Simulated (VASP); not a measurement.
# Te (P1) in VASP: single point with PBEsol

Aim: the single point of Te with PBEsol.

Everything below comes from runs of VASP 6.6.1. Logs are shortened: lines on timing, memory, paths and dates and some standing lists are left out, and cuts for length are marked.

## (1) The structure

The typed cell holds 3 atoms: a = 4.454 Å, b = 4.454 Å, c = 5.924 Å, α = 90.00°, β = 90.00°, γ = 120.00°.

## (2) Single point, PBEsol

Contents of INCAR:

```
SYSTEM = Te
PREC = Accurate ; ENCUT = 520
EDIFF = 1E-6 ; ISMEAR = 0
SIGMA = 0.05 ; LREAL = .False.
LASPH = .True. ; NELM = 100
ALGO = Fast ; ISIF = 2
LWAVE = .False. ; LCHARG = .True.
GGA = PS ; LELF = .True.
LVHAR = .True. ; NBANDS = 16
```

Contents of KPOINTS:

```
regular mesh
0
Gamma
  6 6 4
  0 0 0
```

Contents of POSCAR:

```
Te
1.0
    4.4540000000      0.0000000000      0.0000000000
   -2.2270000000      3.8572771485      0.0000000000
    0.0000000000      0.0000000000      5.9240000000
Te
3
Direct
    0.7263560000      0.7262820000     -0.0009900000
    0.0065170000      0.2784260000      0.6737860000
    0.2737860000      0.0109860000      0.3330490000
```

Potentials or basis: VASP PAW PBE potentials, release 64 (Te).

On the command line:

```console
$ cat potpaw_PBE.64/Te/POTCAR > POTCAR
$ mpirun -np 1 vasp_std > vasp.out
```

OUTCAR:

```text
SYSTEM = Te
   PREC = Accurate
   ENCUT = 520
   EDIFF = 1E-6
   ISMEAR = 0
   LREAL = .False.
   LASPH = .True.
   NELM = 100
   ISIF = 2
   GGA = PS

 ion  position               nearest neighbor table
   1  0.726  0.726  0.999-   2 2.87   3 2.89   2 3.40   3 3.42   2 3.43   3 3.48
   2  0.007  0.278  0.674-   1 2.87   3 2.89   1 3.40   1 3.43   3 3.50   3 3.50
   3  0.274  0.011  0.333-   2 2.89   1 2.89   1 3.42   1 3.48   2 3.50   2 3.50

  LATTYP: Found a hexagonal cell.
 ALAT       =     4.4540000000
 C/A-ratio  =     1.3300404131

  Lattice vectors:

 A1 = (   4.4540000000,   0.0000000000,   0.0000000000)
 A2 = (  -2.2270000000,   3.8572771485,   0.0000000000)
 A3 = (   0.0000000000,   0.0000000000,   5.9240000000)

Analysis of symmetry for initial positions (statically):
=====================================================================
 Subroutine PRICEL returns:
 Original cell was already a primitive cell.

 Routine SETGRP: Setting up the symmetry group for a
 hexagonal supercell.

 Subroutine GETGRP returns: Found  1 space group operations
 (whereof  1 operations were pure point group operations)
 out of a pool of 24 trial point group operations.

The static configuration has the point symmetry C_1 .

Analysis of symmetry for dynamics (positions and initial velocities):
=====================================================================
 Subroutine PRICEL returns:
 Original cell was already a primitive cell.

 Routine SETGRP: Setting up the symmetry group for a
 hexagonal supercell.

 Subroutine GETGRP returns: Found  1 space group operations
 (whereof  1 operations were pure point group operations)
 out of a pool of 24 trial point group operations.

The dynamic configuration has the point symmetry C_1 .

 Subroutine INISYM returns: Found  1 space group operations
 (whereof  1 operations are pure point group operations),
 and found     1 'primitive' translations

----------------------------------------------------------------------------------------

                                     Primitive cell

  volume of cell :     101.7762

  direct lattice vectors                    reciprocal lattice vectors
     4.454000000  0.000000000  0.000000000     0.224517288  0.129625117  0.000000000
    -2.227000000  3.857277149  0.000000000     0.000000000  0.259250233  0.000000000
     0.000000000  0.000000000  5.924000000     0.000000000  0.000000000  0.168804862

  length of vectors
     4.454000000  4.454000000  5.924000000     0.259250233  0.259250233  0.168804862

  position of ions in fractional coordinates (direct lattice)
     0.726356000  0.726282000  0.999010000
     0.006517000  0.278426000  0.673786000
     0.273786000  0.010986000  0.333049000

  ion indices of the primitive-cell ions
   primitive index   ion index
                 1           1
                 2           2
                 3           3

----------------------------------------------------------------------------------------

 KPOINTS: regular mesh

Automatic generation of k-mesh.
 Grid dimensions read from file:
 generate k-points for:    6    6    4

 Generating k-lattice:

  Cartesian coordinates                     Fractional coordinates (reciprocal lattice)
     0.037419548  0.021604186  0.000000000     0.166666667  0.000000000  0.000000000
     0.000000000  0.043208372  0.000000000     0.000000000  0.166666667  0.000000000
     0.000000000  0.000000000  0.042201215     0.000000000  0.000000000  0.250000000

  Length of vectors
     0.043208372  0.043208372  0.042201215

  Shift w.r.t. Gamma in fractional coordinates (k-lattice)
     0.000000000  0.000000000  0.000000000

 Subroutine IBZKPT returns following result:
 ===========================================

 Found     76 irreducible k-points:

 Following reciprocal coordinates:
            Coordinates               Weight
  0.000000  0.000000  0.000000      1.000000
  0.166667  0.000000  0.000000      2.000000
  0.000000  0.166667  0.000000      2.000000
 -0.166667  0.166667  0.000000      2.000000
  0.333333  0.000000  0.000000      2.000000
  0.000000  0.333333  0.000000      2.000000
[... 16 lines left out ...]
  0.000000  0.166667  0.250000      2.000000
 -0.166667  0.166667  0.250000      2.000000
 [... further k-points ...]
   k-points           NKPTS =     76   k-points in BZ     NKDIM =     76   number of bands    NBANDS=     16
   number of dos      NEDOS =    301   number of ions     NIONS =      3
   total plane-waves  NPLWV =  62208
   dimension x,y,z NGX =    36 NGY =   36 NGZ =   48
   dimension x,y,z NGXF=    72 NGYF=   72 NGZF=   96
   ions per type =               3
   NGX,Y,Z   is equivalent  to a cutoff of  13.44, 13.44, 13.47 a.u.
   NGXF,Y,Z  is equivalent  to a cutoff of  26.87, 26.87, 26.94 a.u.
 SYSTEM =  Te
   PREC   = accura    normal or accurate (medium, high low for compatibility)
   ISTART =      0    job   : 0-new  1-cont  2-samecut
   ICHARG =      2    charge: 1-file 2-atom 10-const
   ISPIN  =      1    spin polarized calculation?
   LNONCOLLINEAR =      F non collinear calculations
   LSORBIT =      F    spin-orbit coupling
   LASPH  =      T    aspherical Exc in radial PAW
   ENCUT  =  520.0 eV  38.22 Ry    6.18 a.u.   8.28  8.28 11.01*2*pi/ulx,y,z
   NELM   =    100;   NELMIN=  2; NELMDL= -5     # of ELM steps
   EDIFF  = 0.1E-05   stopping-criterion for ELM
   LREAL  =      F    real-space projection
   EDIFFG = 0.1E-04   stopping-criterion for IOM
   NSW    =      0    number of steps for IOM
   IBRION =     -1    ionic relax: 0-MD 1-quasi-New 2-CG
   NFREE  =      0    steps in history (QN), initial steepest desc. (CG)
   ISIF   =      2    stress and relaxation
   ISYM   =      2    0-nonsym 1-usesym 2-fastsym
   POTIM  = 0.5000    time-step for ionic-motion
   TEBEG  =    0.0;   TEEND  =   0.0 temperature during run
   PSTRESS=    0.0 pullay stress
   NELECT =      18.0000    total number of electrons
   NUPDOWN=      -1.0000    fix difference up-down
   EMIN   =  10.00;   EMAX   =-10.00  energy-range for DOS
   EFERMI =   0.00;   METHOD = LEGACY
   ISMEAR =     0;   SIGMA  =   0.05  broadening in eV -4-tet -1-fermi 0-gaus
   EFERMI_NEDOS =   21; number of points for ismear=-14 and -15
   IALGO  =     68    algorithm
   IMIX   =      4    mixing-type and parameters
     AMIX     =   0.40;   BMIX     =  1.00
     AMIX_MAG =   1.60;   BMIX_MAG =  1.00
  volume/ion in A,a.u.               =      33.93       228.94
  Fermi-wavevector in a.u.,A,eV,Ry     =   0.918933  1.736531 11.489263  0.844437
  Thomas-Fermi vector in A             =   2.044070
   LORBIT       =      0    0 simple, 1 ext, 2 COOP (PROOUT), +10 PAW based schemes
   GGA     = PS    functional components
   LHFCALC =     F    Hartree Fock is set to
   AEXX    =    0.0000 exact exchange contribution
   IVDW    =     0    specifies the selected vdW correction
   LEPSILON=     F    determine dielectric tensor
   LRPA    =     F    only Hartree local field effects (RPA)
 non-spin polarized calculation
 RMM-DIIS sequential band-by-band and
 Gauss-broadening in eV      SIGMA  =   0.05
  energy-cutoff  :      520.00
  volume of cell :      101.78
 maximum number of plane-waves:      2764
 NGX is ok and might be reduce to    36
   NGX = 17   NGY = 17   NGZ = 23

 number of electron      17.9999999 magnetization

 Free energy of the ion-electron system (eV)
  ---------------------------------------------------
  ext. energy  EPLUGINS =         0.00000000
  ---------------------------------------------------
  free energy    TOTEN  =       -10.53813787 eV

  energy without entropy =      -10.53783794  energy(sigma->0) =      -10.53798791

 E-fermi :   5.9258     XC(G=0):  -9.2330

 val. band max:        5.8767106119   @ k =   0.3333   0.3333   0.5000
 cond. band min:       5.9747948210   @ k =   0.3333   0.3333   0.5000
 fundamental gap:      0.0980842091
 Fermi energy:         5.9257681550

 k-point     1 :       0.0000    0.0000    0.0000
  band No.  band energies     occupation
      1      -7.7862      2.00000
      2      -4.5381      2.00000
      3      -4.4574      2.00000
      4       2.7640      2.00000
      5       3.0578      2.00000
      6       3.1598      2.00000
[... 8 lines left out ...]
     15      11.6902      0.00000
     16      11.9834      0.00000

 k-point     2 :       0.1667    0.0000    0.0000
  band No.  band energies     occupation
      1      -7.5963      2.00000
      2      -4.5793      2.00000
      3      -4.4353      2.00000
      4       1.6983      2.00000
      5       2.3521      2.00000
      6       2.7108      2.00000
[... 8 lines left out ...]
     15      11.8913      0.00000
     16      12.3405      0.00000

 k-point     3 :       0.0000    0.1667    0.0000
  band No.  band energies     occupation
      1      -7.5934      2.00000
      2      -4.5491      2.00000
      3      -4.4716      2.00000
      4       1.6479      2.00000
      5       2.3716      2.00000
      6       2.7524      2.00000
[... 8 lines left out ...]
     15      11.8949      0.00000
     16      12.3510      0.00000

 k-point     4 :      -0.1667    0.1667    0.0000
  band No.  band energies     occupation
      1      -7.6001      2.00000
      2      -4.5826      2.00000
      3      -4.4251      2.00000
      4       1.7429      2.00000
      5       2.3607      2.00000
      6       2.6539      2.00000
[... 8 lines left out ...]
     15      11.8534      0.00000
     16      12.3986      0.00000
[... 324 lines left out ...]
 k-point    22 :       0.1667    0.0000    0.2500
  band No.  band energies     occupation
      1      -7.3830      2.00000
      2      -5.7184      2.00000
      3      -3.3869      2.00000
      4       1.9188      2.00000
      5       2.5676      2.00000
      6       3.0369      2.00000
[... 8 lines left out ...]
     15      11.3353      0.00000
     16      11.8188      0.00000

 k-point    23 :       0.0000    0.1667    0.2500
  band No.  band energies     occupation
      1      -7.3722      2.00000
      2      -5.7539      2.00000
      3      -3.3171      2.00000
      4       1.8368      2.00000
      5       1.9431      2.00000
      6       2.9023      2.00000
[... 8 lines left out ...]
     15      11.7396      0.00000
     16      12.2228      0.00000

 k-point    24 :      -0.1667    0.1667    0.2500
  band No.  band energies     occupation
      1      -7.3838      2.00000
      2      -5.7308      2.00000
      3      -3.3589      2.00000
      4       1.9315      2.00000
      5       2.5345      2.00000
      6       3.0768      2.00000
[... 8 lines left out ...]
     15      11.3226      0.00000
     16      11.7771      0.00000

 [... further k-points ...]
[... 5 lines left out ...]
  --------------------------------------------------------------------------------------
  -------------------------------------------------------------------------------------
  Total       -0.7898231     -0.8010727     -0.6621109     -0.0594157     -0.1073649     -0.0197971
  in kB      -12.4335259    -12.6106192    -10.4230599     -0.9353312     -1.6901563     -0.3116497
  external PRESSURE =     -11.8224017 kB  Pullay stress =       0.0000000 kB

 VOLUME and BASIS-vectors are now :
 -----------------------------------------------------------------------------
  energy-cutoff  :      520.00
  volume of cell :      101.78
      direct lattice vectors                 reciprocal lattice vectors
     4.454000000  0.000000000  0.000000000     0.224517288  0.129625117  0.000000000
    -2.227000000  3.857277149  0.000000000     0.000000000  0.259250233  0.000000000
     0.000000000  0.000000000  5.924000000     0.000000000  0.000000000  0.168804862

 POSITION                                       TOTAL-FORCE (eV/Angst)
 -----------------------------------------------------------------------------------
      1.61776      2.80147      5.91814        -0.012423      0.028762      0.122099
     -0.59103      1.07397      3.99151        -0.049134      0.031730     -0.185016
      1.19498      0.04238      1.97298         0.061557     -0.060491      0.062917
 -----------------------------------------------------------------------------------
    total drift:                               -0.000058     -0.000026     -0.000051

  FREE ENERGIE OF THE ION-ELECTRON SYSTEM (eV)
  ---------------------------------------------------
  free  energy   TOTEN  =       -10.5381378728 eV

  energy  without entropy=      -10.5378379435  energy(sigma->0) =      -10.53798791
```

It took 40 s on 1 thread of Intel Xeon 6975P-C (Granite Rapids), shared host; peak memory 0.29 GiB.

Results:

```yaml
Free_energy: -10.5381 eV
Pressure: -1.2 GPa
Largest_force: 0.194 eV/Å
Band_gap_on_the_k_mesh: 0.10 eV, direct
```

Forces in eV/Å, atoms in the order of the input:
```
Te  -0.012  0.029  0.122
Te  -0.049  0.032 -0.185
Te   0.062 -0.060  0.063
```

Levels at points of the mesh, in eV from the valence-band top:
```csv
k point,band 7,band 8,band 9,band 10,band 11,band 12
"(0.00, 0.00, 0.00)",-1.80,-1.71,-0.96,0.89,0.97,1.51
"(0.50, 0.00, 0.00)",-3.63,-1.05,-0.84,0.67,0.83,2.76
"(0.00, 0.50, 0.00)",-3.58,-1.06,-0.80,0.70,0.84,2.74
"(0.50, 0.50, 0.00)",-3.63,-0.98,-0.86,0.63,0.72,2.74
"(0.00, 0.00, 0.50)",-1.36,-1.11,-1.02,0.22,0.37,0.43
"(0.50, 0.00, 0.50)",-2.57,-2.18,-0.23,0.62,1.89,2.49
"(0.00, 0.50, 0.50)",-2.45,-2.24,-0.27,0.70,1.85,2.58
"(0.50, 0.50, 0.50)",-2.70,-2.22,-0.22,0.61,1.98,2.38
```

Caveat: the PAW data sets were made with another functional, which shifts forces and pressure a little; spin-orbit coupling is left out, which moves the levels of the heavy elements.
